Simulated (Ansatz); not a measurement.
## Stress against strain in AgCl

```
CELL_PARAMETERS angstrom
3.43397 0.00000 0.00000
0.00000 3.43397 0.00000
0.00000 0.00000 3.43397
ATOMIC_POSITIONS crystal
Ag 0.00000 0.00000 0.00000
Cl 0.50000 0.50000 0.50000
```

Atom numbers follow the list: Ag1, Cl2.

The cell is the one relaxed in the Materials Project (mp-726265), not relaxed further here; entries there can be hypothetical.

Theory: Ansatz 0.2.0, DFT, PBEsol, all-electron LAPW, scalar-relativistic.

Settings: a Γ-centred 9×9×9 k mesh, Fermi–Dirac smearing of 0.01 eV, basis error target 1 meV/atom, no spin polarisation.

The strain is applied along the Cartesian axes of the cell as listed (γ is the engineering shear, twice εxy = εyz = εzx). Fractional coordinates are held (clamped ions).

σ is the change of stress from the unstrained cell, which is at -4.59 GPa; tension is positive, so slopes are stress–strain coefficients at that pressure.

Only quantities that a quadratic follows smoothly over the whole series are listed; rougher ones are left out.

```csv
γ,σxy (GPa)
-0.0300,0.45
-0.0200,0.30
0.0000,0.00
0.0100,-0.15
0.0200,-0.30
0.0300,-0.44
```

**Question.** Fit the series and read off the stiffness at zero strain.

**Answer.** Least-squares fits y = p0 + p1 x + p2 x² to the rows give σxy (GPa): p1 = -14.9, p2 = 6.7. So C44 (clamped ions) = -15 GPa.

**Question.** One run, at γ = -0.0100, is withheld. Predict its row.

**Answer.** The fits give 0.15; the run gave 0.15.
